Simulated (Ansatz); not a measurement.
A distorted cell of ZrO₂ (fluorite):

```
CELL_PARAMETERS angstrom
      0.00000     5.11587     5.11587
      2.55794     2.55794     5.11587
      2.55794     2.55794     0.00000
ATOMIC_POSITIONS crystal
  Zr 0.00000 0.00000 0.00000
  Zr 0.50000 0.00000 0.00000
  O  0.00000 0.16399 0.33601
  O  0.50000 0.33601 0.16399
  O  0.00000 0.66399 0.83601
  O  0.50000 0.83601 0.66399
```

Level of theory: PBE (plane waves to 420 eV, PAW, scalar-relativistic; Ansatz, a quantum-chemistry and plane-wave program). k mesh 11×11×11 (Γ-centred), Fermi-Dirac smearing 0.05 eV. Compression counts positive. This is a high-temperature form of ZrO2. ZrO2 is run without spin polarisation. ZrO2 was relaxed with its symmetry unable to fall.

Q: Predict the force on every atom, in eV/Å.

A: 
```tsv
atom	Fx	Fy	Fz
Zr1	0.000	0.000	0.000
Zr2	0.000	0.000	0.000
O3	0.000	0.000	1.370
O4	0.000	0.000	-1.370
O5	0.000	0.000	1.370
O6	0.000	0.000	-1.370
```

Q: Give the stress tensor in GPa and the pressure.

A: 
```
   14.5      0.0      0.0
    0.0     14.5      0.0
    0.0      0.0     23.5
```
The pressure, a third of the trace, is 17.5 GPa.

(For displaced atoms, the force is minus the slope of the energy, and its curvature is a force constant, which sets phonon frequencies.)
